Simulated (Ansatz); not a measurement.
**Band table of CdF₂**

```
CELL_PARAMETERS angstrom
0.00000 2.72094 2.69400
2.72094 0.00000 2.69400
2.72094 2.72094 0.00000
ATOMIC_POSITIONS crystal
Cd 0.00000 0.00000 0.00000
F 0.25000 0.25000 0.25000
F 0.75000 0.75000 0.75000
```

Atom numbers follow the list: Cd1, F2, F3.

The geometry is COD entry 9009006, unchecked; take it as a test cell. The listed cell was then made from it by scaling, straining or moving an atom.

The calculation used DFT, LDA, all-electron LAPW, scalar-relativistic (Ansatz 0.2.0).

Sampling and basis: a Γ-centred 8×8×8 k mesh, Fermi–Dirac smearing of 0.02 eV, basis error target 1 meV/atom, no spin polarisation.

Path points, in fractions of the reciprocal vectors: Γ (0.000, 0.000, 0.000), X (0.000, 0.500, 0.500), P (0.250, 0.750, 0.500), N (0.000, 0.500, 0.000), M (0.500, 0.500, 0.000), S (0.378, 0.622, 0.000), S0 (-0.378, 0.378, 0.000). Levels in eV from the valence-band top; bands 10 to 24, counted from the lowest band of the run. The gap is 2.72 eV.

```
# k(1/Å) point b10 b11 b12 b13 b14 b15 b16 b17 b18 b19 b20 b21 b22 b23 b24
0.000 Γ -20.36 -19.24 -5.56 -5.56 -5.56 -4.37 -4.36 -1.00 -1.00 -0.91 -0.53 -0.50 -0.50 2.72 12.20
0.231 - -20.31 -19.28 -5.51 -5.51 -5.43 -4.42 -4.35 -1.40 -1.15 -1.08 -0.50 -0.50 -0.46 3.22 11.62
0.462 - -20.20 -19.37 -5.35 -5.34 -5.08 -4.59 -4.33 -2.15 -1.58 -1.52 -0.50 -0.40 -0.36 4.31 10.63
0.693 - -20.06 -19.48 -5.09 -5.08 -4.90 -4.63 -4.29 -2.73 -2.16 -2.11 -0.51 -0.26 -0.22 5.60 9.85
0.924 - -19.94 -19.57 -5.23 -4.79 -4.77 -4.26 -4.25 -3.03 -2.71 -2.67 -0.52 -0.15 -0.11 6.88 9.39
1.155 X -19.89 -19.60 -5.37 -4.63 -4.60 -4.25 -4.10 -3.11 -2.96 -2.93 -0.52 -0.11 -0.07 7.58 9.25
1.271 - -19.88 -19.61 -5.34 -4.63 -4.60 -4.27 -4.14 -3.20 -2.87 -2.85 -0.53 -0.15 -0.10 7.59 9.35
1.388 - -19.86 -19.63 -5.28 -4.63 -4.58 -4.34 -4.22 -3.33 -2.73 -2.65 -0.56 -0.37 -0.07 7.60 9.63
1.504 - -19.83 -19.66 -5.17 -4.63 -4.56 -4.44 -4.31 -3.43 -2.64 -2.33 -0.70 -0.59 -0.04 7.62 10.07
1.621 - -19.79 -19.71 -5.06 -4.63 -4.56 -4.52 -4.39 -3.49 -2.59 -1.95 -1.10 -0.61 -0.02 7.64 10.62
1.738 P -19.75 -19.75 -4.99 -4.63 -4.63 -4.46 -4.46 -3.51 -2.57 -1.53 -1.53 -0.62 -0.01 7.65 10.97
1.901 - -19.76 -19.75 -5.02 -4.75 -4.58 -4.46 -4.37 -3.49 -2.50 -1.60 -1.51 -0.59 -0.06 7.53 10.31
2.064 - -19.77 -19.74 -5.08 -4.92 -4.48 -4.43 -4.26 -3.41 -2.34 -1.77 -1.49 -0.52 -0.18 7.28 9.66
2.228 - -19.79 -19.74 -5.16 -5.08 -4.38 -4.37 -4.19 -3.23 -2.20 -1.91 -1.54 -0.46 -0.31 7.02 9.16
2.391 - -19.80 -19.74 -5.21 -5.18 -4.32 -4.32 -4.14 -2.96 -2.23 -1.87 -1.72 -0.42 -0.38 6.84 8.83
2.554 N -19.81 -19.74 -5.23 -5.22 -4.30 -4.30 -4.13 -2.80 -2.28 -1.85 -1.82 -0.40 -0.40 6.78 8.72
2.755 - -19.94 -19.61 -5.26 -5.24 -4.34 -4.33 -4.32 -2.75 -1.98 -1.75 -1.72 -0.42 -0.41 6.24 9.13
2.955 - -20.10 -19.47 -5.32 -5.31 -4.74 -4.39 -4.39 -2.44 -1.51 -1.48 -1.42 -0.44 -0.44 5.19 9.90
3.156 - -20.23 -19.35 -5.43 -5.43 -5.16 -4.40 -4.40 -1.92 -1.25 -1.21 -0.89 -0.47 -0.47 4.05 10.79
3.357 - -20.32 -19.27 -5.53 -5.52 -5.46 -4.38 -4.38 -1.32 -1.06 -1.01 -0.56 -0.50 -0.49 3.11 11.71
3.557 Γ -20.36 -19.24 -5.56 -5.56 -5.56 -4.37 -4.36 -1.00 -1.00 -0.91 -0.53 -0.50 -0.50 2.72 12.20
3.791 - -20.31 -19.28 -5.51 -5.51 -5.42 -4.41 -4.36 -1.33 -1.14 -1.14 -0.52 -0.48 -0.48 3.22 11.58
4.024 - -20.19 -19.38 -5.35 -5.35 -5.07 -4.59 -4.33 -2.09 -1.56 -1.56 -0.51 -0.40 -0.40 4.31 10.55
4.257 - -20.04 -19.50 -5.09 -5.09 -4.90 -4.61 -4.29 -2.69 -2.15 -2.15 -0.49 -0.26 -0.26 5.60 9.75
4.490 - -19.91 -19.59 -5.24 -4.79 -4.79 -4.26 -4.23 -2.99 -2.70 -2.70 -0.47 -0.15 -0.15 6.88 9.31
4.723 M -19.86 -19.63 -5.38 -4.63 -4.63 -4.25 -4.08 -3.08 -2.96 -2.96 -0.46 -0.10 -0.10 7.56 9.23
4.803 - -19.86 -19.63 -5.37 -4.63 -4.62 -4.26 -4.10 -3.14 -2.94 -2.89 -0.47 -0.13 -0.11 7.56 9.27
4.883 - -19.85 -19.64 -5.33 -4.64 -4.59 -4.29 -4.16 -3.21 -2.88 -2.76 -0.50 -0.19 -0.12 7.57 9.41
4.963 - -19.84 -19.66 -5.29 -4.67 -4.56 -4.33 -4.23 -3.27 -2.79 -2.62 -0.58 -0.26 -0.14 7.58 9.63
5.043 - -19.82 -19.68 -5.23 -4.70 -4.51 -4.38 -4.30 -3.33 -2.67 -2.48 -0.73 -0.30 -0.17 7.57 9.92
5.124 S -19.79 -19.71 -5.17 -4.74 -4.46 -4.42 -4.35 -3.38 -2.54 -2.33 -0.93 -0.32 -0.20 7.53 10.25
5.410 - -19.78 -19.74 -5.12 -4.99 -4.45 -4.39 -4.23 -3.32 -2.17 -2.12 -1.36 -0.37 -0.30 7.17 9.44
5.697 - -19.81 -19.74 -5.21 -5.21 -4.32 -4.31 -4.14 -2.92 -2.24 -1.89 -1.72 -0.40 -0.39 6.83 8.81
5.983 - -19.81 -19.74 -5.21 -5.21 -4.32 -4.31 -4.14 -2.92 -2.24 -1.89 -1.72 -0.40 -0.39 6.83 8.81
6.270 - -19.78 -19.74 -5.12 -4.99 -4.45 -4.39 -4.23 -3.32 -2.17 -2.12 -1.36 -0.37 -0.30 7.17 9.44
6.557 S0 -19.79 -19.71 -5.17 -4.74 -4.46 -4.42 -4.35 -3.38 -2.54 -2.33 -0.93 -0.32 -0.20 7.53 10.25
6.803 - -19.84 -19.68 -5.13 -4.92 -4.52 -4.34 -4.33 -3.40 -2.08 -1.88 -1.56 -0.33 -0.32 7.06 10.04
7.050 - -20.01 -19.54 -5.23 -5.14 -4.54 -4.53 -4.30 -3.01 -1.77 -1.64 -1.42 -0.41 -0.35 5.95 9.99
7.296 - -20.18 -19.39 -5.37 -5.35 -4.99 -4.48 -4.36 -2.29 -1.48 -1.28 -0.95 -0.47 -0.41 4.55 10.57
7.543 - -20.31 -19.28 -5.51 -5.50 -5.41 -4.40 -4.37 -1.47 -1.09 -1.07 -0.60 -0.49 -0.47 3.29 11.55
7.789 Γ -20.36 -19.24 -5.56 -5.56 -5.56 -4.37 -4.36 -1.00 -1.00 -0.91 -0.53 -0.50 -0.50 2.72 12.20
```
